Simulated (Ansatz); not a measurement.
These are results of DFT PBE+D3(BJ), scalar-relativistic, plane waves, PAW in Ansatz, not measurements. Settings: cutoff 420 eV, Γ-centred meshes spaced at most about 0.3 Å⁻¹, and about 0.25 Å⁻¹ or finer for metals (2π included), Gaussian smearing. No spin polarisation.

Each guess is relaxed in cell and atoms at zero pressure, on a coarse mesh first where it starts far from rest and then on a converged one. The steps can't lower the symmetry of the start, but it can rise. Energies are static (0 K, no zero-point motion).

Two unrelaxed guesses for LiSe2:

A.

```cif
data_structure
_symmetry_space_group_name_H-M 'R-3m:H'
_symmetry_Int_Tables_number 166
_cell_length_a 3.7365
_cell_length_b 3.7365
_cell_length_c 18.0113
_cell_angle_alpha 90.000
_cell_angle_beta 90.000
_cell_angle_gamma 120.000
_cell_volume 217.77
loop_
_atom_site_label
_atom_site_type_symbol
_atom_site_symmetry_multiplicity
_atom_site_Wyckoff_symbol
_atom_site_fract_x
_atom_site_fract_y
_atom_site_fract_z
_atom_site_occupancy
Li1 Li 3 b 0.33333 0.66667 0.16667 1
Se1 Se 6 c 0.66667 0.33333 0.08121 1
```

B.

```cif
data_structure
_symmetry_space_group_name_H-M 'P-3m1'
_symmetry_Int_Tables_number 164
_cell_length_a 3.7365
_cell_length_b 3.7365
_cell_length_c 6.0038
_cell_angle_alpha 90.000
_cell_angle_beta 90.000
_cell_angle_gamma 120.000
_cell_volume 72.59
loop_
_atom_site_label
_atom_site_type_symbol
_atom_site_symmetry_multiplicity
_atom_site_Wyckoff_symbol
_atom_site_fract_x
_atom_site_fract_y
_atom_site_fract_z
_atom_site_occupancy
Li1 Li 1 b 0.00000 0.00000 0.50000 1
Se1 Se 2 d 0.33333 0.66667 0.75635 1
```

Question: Which guess leads to the lower structure, and by how much?

Answer: A ends lower, by 108 meV/atom. A: R-3m at 24.2 Å³/atom → Fm-3m (fluorite type) at 18.7 Å³/atom; B: P-3m1 at 24.2 Å³/atom → P-3m1 at 18.6 Å³/atom. Counting Se atoms around Li (those within 1.25 times the shortest such distance or 1.15 times the sum of covalent radii), the end of A has Li 8 and the end of B has Li 6. End of A. Conventional cell: a = 6.081 Å. Around Li lie 8 Se at 2.63 Å; Se has 4 Li at 2.63 Å and 6 Se at 3.04 Å. End of B. Conventional cell: a = 4.034 Å, c = 3.956 Å. Li has 6 Se at 2.56 Å; Se has 3 Li at 2.56 Å and 6 Se at 2.97–3.14 Å.

Ends held by symmetry can be saddle points. In Fm-3m, P-3m1 an odd number of electrons in the primitive cell allows no gap without spin; a larger cell or a magnetic state could open one.
